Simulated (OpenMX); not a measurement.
HfN:

```
Hf N
1.0
     0.00000    2.25600    2.25600
     2.25600    0.00000    2.25600
     2.25600    2.25600    0.00000
Hf N
1 1
Direct
  0.00000 0.00000 0.00000
  0.50000 0.50000 0.50000
```

Base run:

| Property | Result |
| --- | --- |
| Program | OpenMX 3.8.5 |
| Functional | PBE |
| Potentials or basis | OpenMX 2013 PBE set, Hf7.0-s3p2d2, N6.0-s2p2, grid cutoff 400 Ry |
| k mesh | 11 × 11 × 11 |
| Occupations | fermi-dirac, width 0.05 eV |
| Spin | no spin polarisation |

Its results: pressure 8.3 GPa.

Problem. The run is repeated on the same cell with these changes: functional from PBE to LDA; potentials or basis from OpenMX 2013 PBE set, Hf7.0-s3p2d2, N6.0-s2p2, grid cutoff 400 Ry to OpenMX 2013 LDA set, Hf7.0-s3p2d2f1, N6.0-s2p2d1, grid cutoff 400 Ry. What comes out?

Solution. Pressure -9.4 GPa.

Caveats: the basis of atomic orbitals isn't converged, which shifts pressures, moduli and gaps.

Not every run made on this cell is shown here.
